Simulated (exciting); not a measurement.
# GaP (F-43m) in exciting: settings compared

The runs below take GaP through Wannier functions, TDDFT spectrum, phonons, G0W0 quasiparticle levels, with LDA, PBE.

Program: exciting (release sodium). These are calculated values, not measurements. Logs are shortened: lines on timing, memory, paths and dates and some standing lists are left out, and cuts for length are marked.

**The experiment to reproduce.**

“Stacking defects in GaP nanowires: Electronic structure and optical properties”, 2018, arxiv:1810.01194 quotes, for a bulk crystal of GaP at 10 K: band gap 2.34 eV (indirect).

The runs below are set against these values where they give the same quantity.

### Step 1. Starting point

Symmetry: F-43m, No. 216, cubic system. Conventional cell: a = 5.451 Å, b = 5.451 Å, c = 5.451 Å, α = 90.00°, β = 90.00°, γ = 90.00°. Ga (site symmetry -43m) has 4 P at 2.36 Å as nearest neighbours. P (site symmetry -43m) is surrounded by 4 Ga at 2.36 Å.

### Step 2. Wannier functions, LDA

File input.xml:

```xml
<input>
  <title>GaP</title>
  <structure speciespath="./" tshift="false">
    <crystal scale="1">
      <basevect>0.000000000000 5.149976121136 5.149976121136</basevect>
      <basevect>5.149976121136 0.000000000000 5.149976121136</basevect>
      <basevect>5.149976121136 5.149976121136 0.000000000000</basevect>
    </crystal>
    <species speciesfile="Ga.xml" rmt="2">
      <atom coord="0.000000000000 0.000000000000 0.000000000000"/>
    </species>
    <species speciesfile="P.xml" rmt="2">
      <atom coord="0.750000000000 0.750000000000 0.750000000000"/>
    </species>
  </structure>
  <groundstate do="fromscratch" ngridk="7 7 7" rgkmax="7.5" gmaxvr="14" lmaxapw="10" lmaxmat="10" lmaxvr="8" xctype="LDA_PW" stype="Gaussian" swidth="0.00018375" nempty="10" ValenceRelativity="iora*" epsengy="1e-05" epspot="1e-05" maxscl="60" outputlevel="normal"/>
  <properties>
    <wannier do="fromscratch">
      <group fst="7" lst="9" method="opfmax"/>
    </wannier>
  </properties>
</input>
```

Potentials or basis: all-electron LAPW+lo, shipped species files, valence relativity iora*.

On the command line:

```
$ OMP_NUM_THREADS=1 exciting_smp
```

INFO.OUT:

```text
================================================================================
EXCITING SODIUM started
[... 10 lines left out ...]

 Lattice vectors (cartesian) :
      0.0000000000      5.1499761211      5.1499761211
      5.1499761211      0.0000000000      5.1499761211
      5.1499761211      5.1499761211      0.0000000000

 Reciprocal lattice vectors (cartesian) :
     -0.6100208195      0.6100208195      0.6100208195
      0.6100208195     -0.6100208195      0.6100208195
      0.6100208195      0.6100208195     -0.6100208195

 Unit cell volume                           :     273.1779500546
 Brillouin zone volume                      :       0.9080169662

 Species :    1 (Ga)
     parameters loaded from                 :    Ga.xml
     name                                   :    gallium
     nuclear charge                         :     -31.00000000
     electronic charge                      :      31.00000000
     atomic mass                            :  127097.25380000
     muffin-tin radius                      :       2.00000000
     # of radial points in muffin-tin       :     350

     atomic positions (lattice) :
       1 :   0.00000000  0.00000000  0.00000000

 Species :    2 (P)
     parameters loaded from                 :    P.xml
     name                                   :    phosphorus
     nuclear charge                         :     -15.00000000
     electronic charge                      :      15.00000000
     atomic mass                            :   56461.71408000
     muffin-tin radius                      :       2.00000000
     # of radial points in muffin-tin       :     300

     atomic positions (lattice) :
       1 :   0.75000000  0.75000000  0.75000000

 Total number of atoms per unit cell        :       2

 Spin treatment                             :    spin-unpolarised

 Number of Bravais lattice symmetries       :      48
 Number of crystal symmetries               :      24

 k-point grid                               :       7    7    7
 Total number of k-points                   :      30
 k-point set is reduced with crystal symmetries

 R^MT_min * |G+k|_max (rgkmax)              :       7.50000000
 Species with R^MT_min                      :       1 (Ga)
 Maximum |G+k| for APW functions            :       3.75000000
 Maximum |G| for potential and density      :      14.00000000

 G-vector grid sizes                        :      36    36    36
 Total number of G-vectors                  :   12627

 Maximum angular momentum used for
     APW functions                          :      10
     computing H and O matrix elements      :      10
     potential and density                  :       8
     inner part of muffin-tin               :       2

 Total nuclear charge                       :     -46.00000000
 Total electronic charge                    :      46.00000000
 Total core charge                          :      28.00000000
 Total valence charge                       :      18.00000000

 Number of empty states                     :      10
 Total number of valence states             :      20

 Maximum Hamiltonian size                   :     280
 Maximum number of plane-waves              :     262
 Total number of local-orbitals             :      18

 Exchange-correlation type                  :       3
     Perdew-Wang, Phys. Rev. B 45, 13244 (1992)

 Smearing scheme                            :    Gaussian
 Smearing width                             :       0.00018375

 Using multisecant Broyden potential mixing
[... 16 lines left out ...]
+ SCF iteration number :    1                                                  +
++++++++++++++++++++++++++++++++++++++++++++++++++++++++++++++++++++++++++++++++
 Total energy                               :     -2280.26123723
 _______________________________________________________________
 Fermi energy                               :         0.19250172
 Kinetic energy                             :      2322.09391752
 Coulomb energy                             :     -4507.45521244
 Exchange energy                            :       -90.96706081
 Correlation energy                         :        -3.93288150

 DOS at Fermi energy (states/Ha/cell)       :         0.00000000

 Electron charges :
     core                                   :        28.00000000
     core leakage                           :         0.00741906
     valence                                :        18.00000000
     interstitial                           :         4.27979707
     charge in muffin-tin spheres :
                  atom     1    Ga          :        28.75670692
                  atom     2     P          :        12.96349601
     total charge in muffin-tins            :        41.72020293
     total charge                           :        46.00000000

 Estimated fundamental gap                  :         0.07083361
        valence-band maximum at    1      0.0000  0.0000  0.0000
     conduction-band minimum at    1      0.0000  0.0000  0.0000

++++++++++++++++++++++++++++++++++++++++++++++++++++++++++++++++++++++++++++++++
+ SCF iteration number :    2                                                  +
++++++++++++++++++++++++++++++++++++++++++++++++++++++++++++++++++++++++++++++++
 Total energy                               :     -2282.09955530
 _______________________________________________________________
 Fermi energy                               :         0.19773997
 Kinetic energy                             :      2321.17374071
 Coulomb energy                             :     -4508.32235673
 Exchange energy                            :       -91.01743003
 Correlation energy                         :        -3.93350924

 DOS at Fermi energy (states/Ha/cell)       :         0.00000000

 Electron charges :
     core                                   :        28.00000000
     core leakage                           :         0.00729778
     valence                                :        18.00000000
     interstitial                           :         4.31587448
     charge in muffin-tin spheres :
                  atom     1    Ga          :        28.81729028
                  atom     2     P          :        12.86683525
     total charge in muffin-tins            :        41.68412552
     total charge                           :        46.00000000

 Estimated fundamental gap                  :         0.06360985
        valence-band maximum at    1      0.0000  0.0000  0.0000
     conduction-band minimum at   19      0.4286  0.4286  0.0000

 RMS change in effective potential (target) :  0.365750E-01  ( 0.100000E-04)
 Absolute change in total energy   (target) :   1.83832      ( 0.100000E-04)
 Charge distance                   (target) :  0.510243E-02  ( 0.100000E-04)

++++++++++++++++++++++++++++++++++++++++++++++++++++++++++++++++++++++++++++++++
+ SCF iteration number :    3                                                  +
++++++++++++++++++++++++++++++++++++++++++++++++++++++++++++++++++++++++++++++++
 Total energy                               :     -2282.39623192
 _______________________________________________________________
 Fermi energy                               :         0.19985049
 Kinetic energy                             :      2320.96288659
 Coulomb energy                             :     -4508.40559037
 Exchange energy                            :       -91.02022001
 Correlation energy                         :        -3.93330813
[... 291 lines left out ...]
 Electron charges :
     core                                   :        28.00000000
     core leakage                           :         0.00723898
     valence                                :        18.00000000
     interstitial                           :         4.36282310
     charge in muffin-tin spheres :
                  atom     1    Ga          :        28.84816941
                  atom     2     P          :        12.78900749
     total charge in muffin-tins            :        41.63717690
     total charge                           :        46.00000000

 Estimated fundamental gap                  :         0.05296370
        valence-band maximum at    1      0.0000  0.0000  0.0000
     conduction-band minimum at   19      0.4286  0.4286  0.0000

 RMS change in effective potential (target) :  0.112291E-08  ( 0.100000E-04)
 Absolute change in total energy   (target) :  0.406831E-07  ( 0.100000E-04)
 Charge distance                   (target) :  0.468211E-09  ( 0.100000E-04)

++++++++++++++++++++++++++++++++++++++++++++++++++++++++++++++++++++++++++++++++
+ SCF iteration number :   13                                                  +
++++++++++++++++++++++++++++++++++++++++++++++++++++++++++++++++++++++++++++++++
 Total energy                               :     -2282.36606259
 _______________________________________________________________
 Fermi energy                               :         0.20053016
 Kinetic energy                             :      2320.85733234
 Coulomb energy                             :     -4508.28012047
 Exchange energy                            :       -91.01046787
 Correlation energy                         :        -3.93280659

 DOS at Fermi energy (states/Ha/cell)       :         0.00000000

 Electron charges :
     core                                   :        28.00000000
     core leakage                           :         0.00723898
     valence                                :        18.00000000
     interstitial                           :         4.36282309
     charge in muffin-tin spheres :
                  atom     1    Ga          :        28.84816941
                  atom     2     P          :        12.78900749
     total charge in muffin-tins            :        41.63717691
     total charge                           :        46.00000000

 Estimated fundamental gap                  :         0.05296370
        valence-band maximum at    1      0.0000  0.0000  0.0000
     conduction-band minimum at   19      0.4286  0.4286  0.0000

 RMS change in effective potential (target) :  0.673264E-09  ( 0.100000E-04)
 Absolute change in total energy   (target) :  0.210316E-06  ( 0.100000E-04)
 Charge distance                   (target) :  0.248239E-09  ( 0.100000E-04)

++++++++++++++++++++++++++++++++++++++++++++++++++++++++++++++++++++++++++++++++
| Convergency criteria checked for the last 2 iterations                       +
| Convergence targets achieved. Performing final SCF iteration                 +
++++++++++++++++++++++++++++++++++++++++++++++++++++++++++++++++++++++++++++++++
 Total energy                               :     -2282.36606248
 _______________________________________________________________
 Fermi energy                               :         0.20053016
 Kinetic energy                             :      2320.85733237
 Coulomb energy                             :     -4508.28012040
 Exchange energy                            :       -91.01046787
 Correlation energy                         :        -3.93280659

 DOS at Fermi energy (states/Ha/cell)       :         0.00000000

 Electron charges :
     core                                   :        28.00000000
     core leakage                           :         0.00723898
     valence                                :        18.00000000
     interstitial                           :         4.36282309
     charge in muffin-tin spheres :
                  atom     1    Ga          :        28.84816941
                  atom     2     P          :        12.78900749
     total charge in muffin-tins            :        41.63717691
     total charge                           :        46.00000000

 Estimated fundamental gap                  :         0.05296370
        valence-band maximum at    1      0.0000  0.0000  0.0000
     conduction-band minimum at   19      0.4286  0.4286  0.0000

++++++++++++++++++++++++++++++++++++++++++++++++++++++++++++++++++++++++++++++++
[... 9 lines left out ...]
| EXCITING SODIUM stopped                                                      =
================================================================================
```

It took 43 s on 1 thread of AMD EPYC 7R13 (Zen 3), shared host; peak memory 0.31 GiB.

What came out:

```
Band gap on the k mesh                            : 1.44 eV, indirect (least direct gap 1.60 eV)
All electrons inside the program's atomic spheres : Ga 28.85; P 12.79 (radii Ga 2.0, P 2.0 bohr)
Total Wannier spread                              : 9.71 Å² over 3 functions
```

Levels at points of the mesh, in eV from the valence-band top:
```
           k point  band 6  band 7  band 8  band 9  band 10  band 11  band 12  band 13
(0.00, 0.00, 0.00)  -12.52    0.00    0.00    0.00     1.60     3.79     3.79     3.79
```

Wannier centres (Å) and spreads (Å²):
```csv
function,x,y,z,spread
1,4.261,4.425,4.261,3.235
2,3.751,3.915,4.261,3.235
3,4.261,3.915,3.751,3.235
```

Caveat: an odd mesh through Γ misses points on the zone boundary, where band edges often lie.

(Part 1 of 3 ends here.)
